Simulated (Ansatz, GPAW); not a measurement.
# butadiene-1,4-dithiol between two Pt chains: relaxation, then transmission at several levels

Wanted: T(E) of butadiene-1,4-dithiol between two Pt chains at a relaxed geometry in two programs, beside the unrelaxed structure.

Calculated with GPAW 26.7.0 and Ansatz 0.2.0; Ansatz plane waves; relaxation of the junction with the lead ends held; PAW set soft_1, in the first sound run; inputs show where later runs differ.

**1. The structure**

The cell holds 26 atoms: 16 Pt, 2 S, 4 H and 4 C. Cell: a = 11.041 Å, b = 9.000 Å, c = 44.528 Å, α = 90.0°, β = 90.0°, γ = 90.0°. Regions: left lead, 8 atoms (8 Pt); channel, 10 atoms (2 S, 4 H and 4 C); right lead, 8 atoms (8 Pt). Vacuum lies along a and b. The structure is stacked along c, and the current runs across the ab planes.

**2. Relaxing the atoms**

Transmission follows bond lengths closely, so the atoms between the held lead ends are relaxed first, from a slightly shaken start that lets symmetry break.

Contents of input.yaml:

```yaml
crystal:
  lattice:
    - [11.0409645422, 0.0, 0.0]
    - [0.0, 9.0, 0.0]
    - [0.0, 0.0, 44.5275581132]
  atoms:
    - { symbol: Pt, position: [0.5, 0.5, 0.0269496027] }
    - { symbol: Pt, position: [0.5, 0.5, 0.0808488081] }
    - { symbol: Pt, position: [0.5, 0.5, 0.1347480135] }
    - { symbol: Pt, position: [0.5, 0.5, 0.1886472188] }
    - { symbol: Pt, position: [0.5, 0.5, 0.2425464242] }
    - { symbol: Pt, position: [0.5, 0.5, 0.2964456296] }
    - { symbol: Pt, position: [0.4947693035, 0.4899373492, 0.3511226431] }
    - { symbol: Pt, position: [0.504246319, 0.5044317246, 0.4039546067] }
    - { symbol: S, position: [0.3319499032, 0.4990275388, 0.4376172659] }
    - { symbol: H, position: [0.5615413205, 0.5001943114, 0.4687652354] }
    - { symbol: C, position: [0.3732757429, 0.5012477138, 0.4736830719] }
    - { symbol: C, position: [0.4841845037, 0.4985773595, 0.4831303488] }
    - { symbol: H, position: [0.2887998061, 0.5004947425, 0.4894397023] }
    - { symbol: H, position: [0.7067674353, 0.4973317092, 0.5103970999] }
    - { symbol: C, position: [0.5180174811, 0.501273798, 0.5149892153] }
    - { symbol: C, position: [0.6248743161, 0.5071388942, 0.5255496239] }
    - { symbol: H, position: [0.446396406, 0.4992078268, 0.5309174792] }
    - { symbol: S, position: [0.6678626503, 0.4958881571, 0.563336276] }
    - { symbol: Pt, position: [0.5044721483, 0.503004253, 0.5978452071] }
    - { symbol: Pt, position: [0.5010076513, 0.5011609938, 0.6490469228] }
    - { symbol: Pt, position: [0.5, 0.5, 0.7035543704] }
    - { symbol: Pt, position: [0.5, 0.5, 0.7574535758] }
    - { symbol: Pt, position: [0.5, 0.5, 0.8113527812] }
    - { symbol: Pt, position: [0.5, 0.5, 0.8652519865] }
    - { symbol: Pt, position: [0.5, 0.5, 0.9191511919] }
    - { symbol: Pt, position: [0.5, 0.5, 0.9730503973] }
kpoints:
  mp_grid: { grid: [1, 1, 2] }
hamiltonian:
  xc: pbe
  pseudopotentials: { kind: paw, azcp: { folder: soft_1 } }
scf:
  occupations: { method: fermi_dirac, width: 0.1 }
relax:
  f_tol: 0.03
  max_steps: 80
  constraints: [{ sites: [0, 1, 2, 3, 4, 5, 20, 21, 22, 23, 24, 25] }]
```

Launch:

```bash
$ ansatz run input.yaml --threads 4 --pin off --max-ram 8192MiB --backend cpu --events-out ev --progress --plain --runs-dir out
```

Numbers of over 12 decimals in the logs are rounded to 6 here.

The log of the run:

```text
Engine: ansatz 0.2.0, aarch64-unknown-linux-gnu
Pseudopotentials: kind: paw
Pseudopotential: Pt, paw, valence charge 18, recommended cutoff 420 eV (normal), soft_1/Pt.paw.azcp
Pseudopotential: S, paw, valence charge 6, recommended cutoff 420 eV (normal), soft_1/S.paw.azcp
Pseudopotential: H, paw, valence charge 1, recommended cutoff 420 eV (normal), soft_1/H.paw.azcp
Pseudopotential: C, paw, valence charge 4, recommended cutoff 420 eV (normal), soft_1/C.paw.azcp
Functional definition: PBE
  parameter kappa = 0.804
  parameter beta = 0.066725
  exchange = pbe_x(kappa = kappa, mu = beta*pi^2/3)
  correlation = pbe_c(beta = beta)
Crystal: 26 atoms, lattice volume = 4424.645 Å³
Basis set: ecut = 420 eV, 86451 PW (Γ), exchange–correlation on 150×128×600 points (8 copies of the dense FFT grid, shifted against one another)
Bands: 192, of which v1, the nominal top of the filled ones, is band 160 counted from 1 (159 counted from 0)
Symmetry: 1 space group operations
Space group: P1 (ITA 1), of the structure as read, at distance tolerance 1.6e-4 Å
k-points: 2
Non-local potential: Pt, projectors of the file, l = 0: 3, l = 1: 2, l = 2: 2, l = 3: 1
Non-local potential: S, projectors of the file, l = 0: 2, l = 1: 2, l = 2: 1
Non-local potential: H, projectors of the file, l = 0: 2, l = 1: 1
Non-local potential: C, projectors of the file, l = 0: 2, l = 1: 2, l = 2: 1
PAW form: soft (Blöchl's): semilocal exchange-correlation on the pseudo side does not see the compensation charge
PAW one-centre angular grid: Pt, 590 points (default); XC on 64 Gauss nodes
PAW one-centre angular grid: S, 110 points (default); XC on 64 Gauss nodes
PAW one-centre angular grid: H, 110 points (default); XC on 64 Gauss nodes
PAW one-centre angular grid: C, 110 points (default); XC on 64 Gauss nodes
Initial density: superposition of atomic densities (neutral atoms: chi_scale 0, normalization atom)
Initial wavefunctions: pseudopotential atomic-orbital guess
Functional: x = pbe(κ = 0.804, μ = 0.219515), c = pbe(β = 0.066725)
SCF iter   1: F=—  HF=-203236.264761 eV  |F-HF|=—  |Δ(HF+E_count)|=         —  Δρ=2.96e-2  dr2=5.26e1  ethr=3.10e-3  ⟨swp⟩=8.0  Hψ=1786  notcnv=0  defer=1
preconditioner: auto → LDOS  [metal: Δε(μ)=0.085 eV  Ē_g=5.117 eV  σ=0.100 eV  W_gap=0.21  n_scr=402 (ndim 8)  ℏωp=7.7 eV  f_vac=0.787  D(μ)=25.70/eV (n_scr^D=90)  β→1.0]
SCF iter   2: F=—  HF=-203228.330767 eV  |F-HF|=—  |Δ(HF+E_count)|=    7.93e0  Δρ=1.83e-2  dr2=2.69e1  ethr=3.10e-3  ⟨swp⟩=4.5  Hψ=1036  notcnv=0  defer=18
SCF iter   3: F=—  HF=-203224.083469 eV  |F-HF|=—  |Δ(HF+E_count)|=    4.25e0  Δρ=3.59e-3  dr2=1.82e0  ethr=3.10e-3  ⟨swp⟩=3.0  Hψ=897  notcnv=0  defer=21
SCF iter   4: F=—  HF=-203223.945430 eV  |F-HF|=—  |Δ(HF+E_count)|=   1.38e-1  Δρ=1.39e-3  dr2=1.54e-1  ethr=5.70e-4  ⟨swp⟩=2.0  Hψ=463  notcnv=0  defer=21
SCF iter   5: F=—  HF=-203223.935333 eV  |F-HF|=—  |Δ(HF+E_count)|=   1.01e-2  Δρ=5.63e-4  dr2=5.07e-2  ethr=4.83e-5  ⟨swp⟩=3.0  Hψ=650  notcnv=0  defer=21
SCF iter   6: F=—  HF=-203223.935603 eV  |F-HF|=—  |Δ(HF+E_count)|=   2.70e-4  Δρ=2.72e-4  dr2=1.17e-2  ethr=1.58e-5  ⟨swp⟩=2.0  Hψ=375  notcnv=0  defer=21
SCF iter   7: F=—  HF=-203223.934489 eV  |F-HF|=—  |Δ(HF+E_count)|=   1.11e-3  Δρ=1.17e-4  dr2=1.64e-3  ethr=3.66e-6  ⟨swp⟩=2.0  Hψ=483  notcnv=0  defer=21
SCF iter   8: F=—  HF=-203223.934440 eV  |F-HF|=—  |Δ(HF+E_count)|=   4.94e-5  Δρ=6.15e-5  dr2=4.52e-4  ethr=5.13e-7  ⟨swp⟩=2.0  Hψ=374  notcnv=0  defer=21
SCF iter   9: F=—  HF=-203223.934460 eV  |F-HF|=—  |Δ(HF+E_count)|=   2.00e-5  Δρ=2.70e-5  dr2=7.55e-5  ethr=1.41e-7  ⟨swp⟩=2.0  Hψ=544  notcnv=0  defer=21
SCF iter  10: F=-203223.934456 eV  HF=-203223.934459 eV  |F-HF|=2.71e-6  |Δ(HF+E_count)|=   9.21e-7  Δρ=1.01e-5  dr2=9.78e-6  ethr=7.03e-9  ⟨swp⟩=5.0  Hψ=1220  notcnv=0
SCF 1 converged in 10 iterations: F = -203223.934456 eV  dr2 = 9.78e-6
  greatest PAW one-centre occupation: 1.000 electrons in one spin orbital (limit 2), on the Pt atom at site 19 (counted from 0), in its partial waves of l = 0
relax step   1: F+E_penalty+E_count = -203223.93445610 eV  Δ(F+E_penalty+E_count) = +0.000e0 eV  max|allowed force component| = 6.458e0 eV/Å  Δτ_max = 0.0000 Å  (10 SCF iters, dr2 threshold 2.25e-5 eV, accepted)
Initial density: handed on by an earlier stage of this run
Initial wavefunctions: those handed on with the density
iter 1 solved again at ethr=9.48e-4 eV; its pass at ethr=3.10e-3 eV (dr2=3.03e0 eV) is discarded
SCF iter   1: F=—  HF=-203225.561986 eV  |F-HF|=—  |Δ(HF+E_count)|=         —  Δρ=6.49e-3  dr2=3.00e0  ethr=9.48e-4  ⟨swp⟩=1.0  Hψ=1671  notcnv=0  defer=22
preconditioner: auto → LDOS  [metal: Δε(μ)=0.060 eV  Ē_g=5.459 eV  σ=0.100 eV  W_gap=0.15  n_scr=402 (ndim 8)  ℏωp=7.7 eV  f_vac=0.798  D(μ)=28.47/eV (n_scr^D=98)  β→1.0]
SCF iter   2: F=—  HF=-203225.430657 eV  |F-HF|=—  |Δ(HF+E_count)|=   1.31e-1  Δρ=3.11e-3  dr2=7.93e-1  ethr=9.38e-4  ⟨swp⟩=3.0  Hψ=628  notcnv=0  defer=22
SCF iter   3: F=—  HF=-203225.304348 eV  |F-HF|=—  |Δ(HF+E_count)|=   1.26e-1  Δρ=1.21e-3  dr2=1.35e-1  ethr=2.48e-4  ⟨swp⟩=2.0  Hψ=750  notcnv=0  defer=22
SCF iter   4: F=—  HF=-203225.274891 eV  |F-HF|=—  |Δ(HF+E_count)|=   2.95e-2  Δρ=2.64e-4  dr2=5.32e-3  ethr=4.23e-5  ⟨swp⟩=2.0  Hψ=628  notcnv=0  defer=22
SCF iter   5: F=—  HF=-203225.273826 eV  |F-HF|=—  |Δ(HF+E_count)|=   1.07e-3  Δρ=1.18e-4  dr2=1.53e-3  ethr=1.66e-6  ⟨swp⟩=2.0  Hψ=541  notcnv=0  defer=22
SCF iter   6: F=—  HF=-203225.273914 eV  |F-HF|=—  |Δ(HF+E_count)|=   8.80e-5  Δρ=6.41e-5  dr2=4.16e-4  ethr=4.78e-7  ⟨swp⟩=2.0  Hψ=436  notcnv=0  defer=22
SCF iter   7: F=-203225.273895 eV  HF=-203225.273937 eV  |F-HF|=4.18e-5  |Δ(HF+E_count)|=   2.31e-5  Δρ=2.54e-5  dr2=7.12e-5  ethr=3.13e-8  ⟨swp⟩=3.0  Hψ=1363  notcnv=0
SCF 2 converged in 7 iterations: F = -203225.273895 eV  dr2 = 7.12e-5
  greatest PAW one-centre occupation: 1.000 electrons in one spin orbital (limit 2), on the Pt atom at site 6 (counted from 0), in its partial waves of l = 0
relax step   2: F+E_penalty+E_count = -203225.27389491 eV  Δ(F+E_penalty+E_count) = -1.339e0 eV  max|allowed force component| = 2.474e0 eV/Å  Δτ_max = 0.1964 Å  (7 SCF iters, dr2 threshold 1.00e-4 eV, accepted)
iter 1 solved again at ethr=2.64e-4 eV; its pass at ethr=3.10e-3 eV (dr2=8.43e-1 eV) is discarded
SCF iter   1: F=—  HF=-203225.778394 eV  |F-HF|=—  |Δ(HF+E_count)|=         —  Δρ=4.05e-3  dr2=8.24e-1  ethr=2.64e-4  ⟨swp⟩=2.0  Hψ=1452  notcnv=0  defer=22
preconditioner: auto → LDOS  [metal: Δε(μ)=0.139 eV  Ē_g=5.422 eV  σ=0.100 eV  W_gap=0.30  n_scr=402 (ndim 8)  ℏωp=7.7 eV  f_vac=0.798  D(μ)=28.19/eV (n_scr^D=98)  β→1.0]
[...]
SCF 3 converged in 7 iterations: F = -203225.645612 eV  dr2 = 2.21e-5
relax step   3: F+E_penalty+E_count = -203225.64561186 eV  Δ(F+E_penalty+E_count) = -3.717e-1 eV  max|allowed force component| = 1.001e0 eV/Å  Δτ_max = 0.1928 Å  (7 SCF iters, dr2 threshold 1.00e-4 eV, accepted)
[...]
relax step   4: F+E_penalty+E_count = -203225.85902206 eV  Δ(F+E_penalty+E_count) = -2.134e-1 eV  max|allowed force component| = 6.196e-1 eV/Å  Δτ_max = 0.1926 Å  (6 SCF iters, dr2 threshold 1.00e-4 eV, accepted)
[...]
relax step   5: F+E_penalty+E_count = -203226.00803160 eV  Δ(F+E_penalty+E_count) = -1.490e-1 eV  max|allowed force component| = 6.243e-1 eV/Å  Δτ_max = 0.2000 Å  (7 SCF iters, dr2 threshold 6.28e-5 eV, accepted)
[...]
relax step   6: F+E_penalty+E_count = -203226.13046214 eV  Δ(F+E_penalty+E_count) = -1.224e-1 eV  max|allowed force component| = 3.050e-1 eV/Å  Δτ_max = 0.1969 Å  (7 SCF iters, dr2 threshold 1.00e-4 eV, accepted)
[...]
relax step   7: F+E_penalty+E_count = -203226.23835351 eV  Δ(F+E_penalty+E_count) = -1.079e-1 eV  max|allowed force component| = 2.698e-1 eV/Å  Δτ_max = 0.2000 Å  (8 SCF iters, dr2 threshold 2.22e-5 eV, accepted)
[...]
relax step   8: F+E_penalty+E_count = -203226.28913179 eV  Δ(F+E_penalty+E_count) = -5.078e-2 eV  max|allowed force component| = 1.020e-1 eV/Å  Δτ_max = 0.2000 Å  (9 SCF iters, dr2 threshold 1.74e-5 eV, accepted)
[...]
relax step   9: F+E_penalty+E_count = -203226.29692033 eV  Δ(F+E_penalty+E_count) = -7.789e-3 eV  max|allowed force component| = 3.758e-2 eV/Å  Δτ_max = 0.0744 Å  (9 SCF iters, dr2 threshold 1.49e-6 eV, accepted)
SCF iter   1: F=—  HF=-203226.303096 eV  |F-HF|=—  |Δ(HF+E_count)|=         —  Δρ=9.34e-4  dr2=2.30e-2  ethr=7.12e-5  ⟨swp⟩=6.0  Hψ=950  notcnv=0  defer=16
preconditioner: auto → LDOS  [metal: Δε(μ)=0.081 eV  Ē_g=5.468 eV  σ=0.100 eV  W_gap=0.20  n_scr=402 (ndim 8)  ℏωp=7.7 eV  f_vac=0.798  D(μ)=30.49/eV (n_scr^D=102)  β→1.0]
SCF iter   2: F=—  HF=-203226.301095 eV  |F-HF|=—  |Δ(HF+E_count)|=   2.00e-3  Δρ=3.87e-4  dr2=1.10e-2  ethr=7.18e-6  ⟨swp⟩=3.0  Hψ=723  notcnv=0  defer=17
SCF iter   3: F=—  HF=-203226.298528 eV  |F-HF|=—  |Δ(HF+E_count)|=   2.57e-3  Δρ=1.17e-4  dr2=1.09e-3  ethr=3.44e-6  ⟨swp⟩=2.0  Hψ=628  notcnv=0  defer=17
SCF iter   4: F=—  HF=-203226.298340 eV  |F-HF|=—  |Δ(HF+E_count)|=   1.88e-4  Δρ=4.75e-5  dr2=2.36e-4  ethr=3.42e-7  ⟨swp⟩=2.0  Hψ=626  notcnv=0  defer=17
SCF iter   5: F=—  HF=-203226.298363 eV  |F-HF|=—  |Δ(HF+E_count)|=   2.26e-5  Δρ=2.52e-5  dr2=6.78e-5  ethr=7.37e-8  ⟨swp⟩=2.0  Hψ=538  notcnv=0  defer=17
SCF iter   6: F=—  HF=-203226.297654 eV  |F-HF|=—  |Δ(HF+E_count)|=   7.09e-4  Δρ=1.25e-5  dr2=1.53e-5  ethr=2.12e-8  ⟨swp⟩=2.0  Hψ=529  notcnv=0  defer=17
SCF iter   7: F=—  HF=-203226.297655 eV  |F-HF|=—  |Δ(HF+E_count)|=   9.91e-7  Δρ=4.80e-6  dr2=2.20e-6  ethr=4.78e-9  ⟨swp⟩=2.0  Hψ=546  notcnv=0  defer=17
SCF iter   8: F=—  HF=-203226.297656 eV  |F-HF|=—  |Δ(HF+E_count)|=   6.30e-7  Δρ=2.17e-6  dr2=4.83e-7  ethr=6.89e-10  ⟨swp⟩=2.0  Hψ=561  notcnv=0  defer=17
SCF iter   9: F=—  HF=-203226.297656 eV  |F-HF|=—  |Δ(HF+E_count)|=   1.93e-7  Δρ=9.87e-7  dr2=1.03e-7  ethr=1.51e-10  ⟨swp⟩=2.0  Hψ=385  notcnv=0  defer=17
SCF iter  10: F=-203226.297656 eV  HF=-203226.297656 eV  |F-HF|=3.49e-9  |Δ(HF+E_count)|=   3.91e-8  Δρ=4.19e-7  dr2=1.63e-8  ethr=3.13e-11  ⟨swp⟩=4.0  Hψ=1093  notcnv=0
SCF 10 converged in 10 iterations: F = -203226.297656 eV  dr2 = 1.63e-8
relax step  10: F+E_penalty+E_count = -203226.29765611 eV  Δ(F+E_penalty+E_count) = -7.358e-4 eV  max|allowed force component| = 1.464e-2 eV/Å  Δτ_max = 0.0337 Å  (10 SCF iters, accepted)
SCF converged after 10 iterations
Free energy (F): -203226.297656 eV
Harris-Foulkes:  -203226.297656 eV  (|F-HF|=3.49e-9)
Internal energy: -203225.270292 eV  (E = F + TS)
E sigma→0 (E₀):  -203225.783974 eV
Entropy (-TS):   -1.027364 eV (-39.514 meV/atom)
Fermi energy:    -4.032122 eV
--- Per-component energies (eV) ---
  E_band       = -9897.172835
  E_kinetic    = 10144.863035
  E_local      = -108576.749522  (includes V_loc(G=0)·N_el)
  E_nonlocal   = 3448.837317
  E_hartree    = 47486.420135
  E_xc         = -4067.267785
  E_vxc        = -4709.830823  (∫ρ·V_xc dr)
  E_paw        = -153380.481645  (= ΣΔE_a)
  E_vpaw       = -5177.149205  (= ΣTr[D̂ρ^β])
  E_aug_tail   = 0.013503  (compensation charges beyond the density's cutoff)
  E_ewald      = 1719.094671
  E_smearing   = -1.027364  (= −TS)
  E_closure    = -0.000000  (closes the sum)
  Σ components = -203226.297656   (vs F -203226.297656, Δ=0.00e0)
--- Forces (eV/Å), atoms counted from 1 ---
  atom   1  Pt     0.04395131     0.00459246    -0.00499489
  atom   2  Pt     0.09639604     0.00146896    -0.02913277
  atom   3  Pt    -0.03262140    -0.00197018     0.00036423
  atom   4  Pt    -0.07870009    -0.00828052     0.07008208
  atom   5  Pt    -0.19211429    -0.01246562     0.02241450
  atom   6  Pt     0.26516238     0.01813788    -0.29279708
  atom   7  Pt    -0.00435549     0.00378214     0.00115077
  atom   8  Pt     0.01463919    -0.00022807    -0.00913075
  atom   9  S     -0.00939290     0.00009588    -0.00895309
  atom  10  H     -0.01017923    -0.00082262     0.00959787
  atom  11  C     -0.00680544    -0.00614008     0.00250869
  atom  12  C      0.00928066     0.00192281     0.00059430
  atom  13  H      0.00431343     0.00254869     0.00352893
  atom  14  H     -0.00426457     0.00222545    -0.00541431
  atom  15  C     -0.00939696    -0.00037600     0.00047631
  atom  16  C      0.00804792    -0.00384725    -0.00327703
  atom  17  H      0.00958268    -0.00108396    -0.00946437
  atom  18  S      0.00417842     0.00020219     0.01065646
  atom  19  Pt    -0.00721192    -0.00061797     0.00611026
  atom  20  Pt    -0.00458858     0.00276150     0.00498528
  atom  21  Pt    -0.25980622     0.00782395     0.28833281
  atom  22  Pt     0.19331567    -0.00464743    -0.02026695
  atom  23  Pt     0.07845523    -0.00508420    -0.07062840
  atom  24  Pt     0.03248908    -0.00035471    -0.00103783
  atom  25  Pt    -0.09629932    -0.00240213     0.02900828
  atom  26  Pt    -0.04406835     0.00274275     0.00527930
  max |Σ_I F_I| component: 1.61e-5 eV/Å
--- Relaxed structure (10 steps of the walk, 10 accepted, 0 SCFs on fresh bases) ---
  F+E_penalty+E_count = -203226.29765611 eV   max|allowed force component| = 1.464e-2 eV/Å
  atoms:
    - { symbol: Pt, position: [0.5, 0.5, 0.0269496027] }
    - { symbol: Pt, position: [0.5, 0.5, 0.0808488081] }
    - { symbol: Pt, position: [0.5, 0.5, 0.1347480135] }
    - { symbol: Pt, position: [0.5, 0.5, 0.188647] }
    - { symbol: Pt, position: [0.5, 0.5, 0.242546] }
    - { symbol: Pt, position: [0.5, 0.5, 0.296446] }
    - { symbol: Pt, position: [0.387222, 0.488585, 0.341970] }
    - { symbol: Pt, position: [0.448262, 0.496074, 0.394466] }
    - { symbol: S, position: [0.333956, 0.493482, 0.433972] }
    - { symbol: H, position: [0.576230, 0.497360, 0.470482] }
    - { symbol: C, position: [0.381186, 0.494486, 0.470169] }
    - { symbol: C, position: [0.494519, 0.496331, 0.484380] }
    - { symbol: H, position: [0.301434, 0.493042, 0.484874] }
    - { symbol: H, position: [0.699821, 0.498198, 0.515243] }
    - { symbol: C, position: [0.506699, 0.496704, 0.515695] }
    - { symbol: C, position: [0.619997, 0.497810, 0.529925] }
    - { symbol: H, position: [0.424969, 0.495965, 0.529588] }
    - { symbol: S, position: [0.667076, 0.498464, 0.566135] }
    - { symbol: Pt, position: [0.552462, 0.498189, 0.605593] }
    - { symbol: Pt, position: [0.613574, 0.494090, 0.658097] }
    - { symbol: Pt, position: [0.5, 0.5, 0.703554] }
    - { symbol: Pt, position: [0.5, 0.5, 0.7574535758] }
    - { symbol: Pt, position: [0.5, 0.5, 0.8113527812] }
    - { symbol: Pt, position: [0.5, 0.5, 0.8652519865] }
    - { symbol: Pt, position: [0.5, 0.5, 0.9191511919] }
    - { symbol: Pt, position: [0.5, 0.5, 0.973050] }
```

Run time: 5.6 min. Hardware: 4 threads of Arm Neoverse V1, shared host; peak memory 7 GiB; 22 min of CPU time.

Step by step:

| step | energy less that of the first step (eV) | largest force component (eV/Å) |
| --- | --- | --- |
| 1 | 0.0000 | 6.4577 |
| 2 | -1.3394 | 2.4735 |
| 3 | -1.7112 | 1.0006 |
| 4 | -1.9246 | 0.6196 |
| 5 | -2.0736 | 0.6243 |
| 6 | -2.1960 | 0.3050 |
| 7 | -2.3039 | 0.2698 |
| 8 | -2.3547 | 0.1020 |
| 9 | -2.3625 | 0.0376 |
| 10 | -2.3632 | 0.0146 |

The atoms that moved most (Å):

| atom | dx | dy | dz | length |
| --- | --- | --- | --- | --- |
| Pt20 | 1.243 | -0.064 | 0.403 | 1.308 |
| Pt7 | -1.187 | -0.012 | -0.408 | 1.255 |
| Pt8 | -0.618 | -0.075 | -0.423 | 0.752 |
| Pt19 | 0.530 | -0.043 | 0.345 | 0.634 |
| H13 | 0.139 | -0.067 | -0.203 | 0.255 |
| H17 | -0.237 | -0.029 | -0.059 | 0.246 |
| H14 | -0.077 | 0.008 | 0.216 | 0.229 |
| C16 | -0.054 | -0.084 | 0.195 | 0.219 |

The relaxed structure:

```cif
data_structure
_symmetry_space_group_name_H-M 'P 1'
_symmetry_Int_Tables_number 1
_cell_length_a 11.0410
_cell_length_b 9.0000
_cell_length_c 44.5276
_cell_angle_alpha 90.000
_cell_angle_beta 90.000
_cell_angle_gamma 90.000
_cell_volume 4424.64
loop_
_atom_site_label
_atom_site_type_symbol
_atom_site_fract_x
_atom_site_fract_y
_atom_site_fract_z
_atom_site_occupancy
Pt1 Pt 0.50000 0.50000 0.02695 1
Pt2 Pt 0.50000 0.50000 0.08085 1
Pt3 Pt 0.50000 0.50000 0.13475 1
Pt4 Pt 0.50000 0.50000 0.18865 1
Pt5 Pt 0.50000 0.50000 0.24255 1
Pt6 Pt 0.50000 0.50000 0.29645 1
Pt7 Pt 0.38722 0.48859 0.34197 1
Pt8 Pt 0.44826 0.49607 0.39447 1
S9 S 0.33396 0.49348 0.43397 1
H10 H 0.57623 0.49736 0.47048 1
C11 C 0.38119 0.49449 0.47017 1
C12 C 0.49452 0.49633 0.48438 1
H13 H 0.30143 0.49304 0.48487 1
H14 H 0.69982 0.49820 0.51524 1
C15 C 0.50670 0.49670 0.51570 1
C16 C 0.62000 0.49781 0.52993 1
H17 H 0.42497 0.49597 0.52959 1
S18 S 0.66708 0.49846 0.56613 1
Pt19 Pt 0.55246 0.49819 0.60559 1
Pt20 Pt 0.61357 0.49409 0.65810 1
Pt21 Pt 0.50000 0.50000 0.70355 1
Pt22 Pt 0.50000 0.50000 0.75745 1
Pt23 Pt 0.50000 0.50000 0.81135 1
Pt24 Pt 0.50000 0.50000 0.86525 1
Pt25 Pt 0.50000 0.50000 0.91915 1
Pt26 Pt 0.50000 0.50000 0.97305 1
```

This step gave:

```
free energy         : -203226.2977 eV
smearing term TS    : 1.027 eV
symmetry operations : 1
```

The relaxation lowered the energy of the cell by 2.36 eV.

[end of part 1 of 4]

[Logs are printed without paths, hosts, clocks, repeated set-up lines and the standing remarks that a program may print on its own settings, such as how far it seeks lower states.]

[Hosts, paths, dates, database ids (printed as entryN), source tags and the programs' standing remarks are cut or masked in the printed files.]
